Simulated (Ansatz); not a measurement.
A distorted cell of AlSb (zinc blende):

```
CELL_PARAMETERS angstrom
      0.00000     3.04853     3.17047
      3.04853     0.00000     3.17047
      3.04853     3.04853     0.00000
ATOMIC_POSITIONS crystal
  Sb 0.25000 0.25000 0.25000
  Al 0.00000 0.00000 0.00000
```

Level of theory: r2SCAN (plane waves to 500 eV, PAW, scalar-relativistic; Ansatz, an electronic-structure program). k mesh 13×13×13 (Γ-centred), Fermi-Dirac smearing 0.05 eV. E stands for the smeared free energy. Stress and pressure are positive under compression. AlSb was relaxed with its symmetry unable to fall. Spin-orbit coupling is left out, though Sb is heavy.

Q: What is the stress tensor (GPa)?

A: 
```
   0.62     0.00     0.00
   0.00     0.62     0.00
   0.00     0.00    -1.31
```
The pressure, a third of the trace, is -0.02 GPa.

Q: It is the relaxed cell deformed to V/V₀ = 1.000, (c/a)/(c/a)₀ = 1.040, c along z, fractional positions held. What is its energy relative to the relaxed cell?

A: 4.5 meV/atom.

(A scan under strain: stresses follow from slopes of the energy per volume, elastic moduli from its curvatures.)
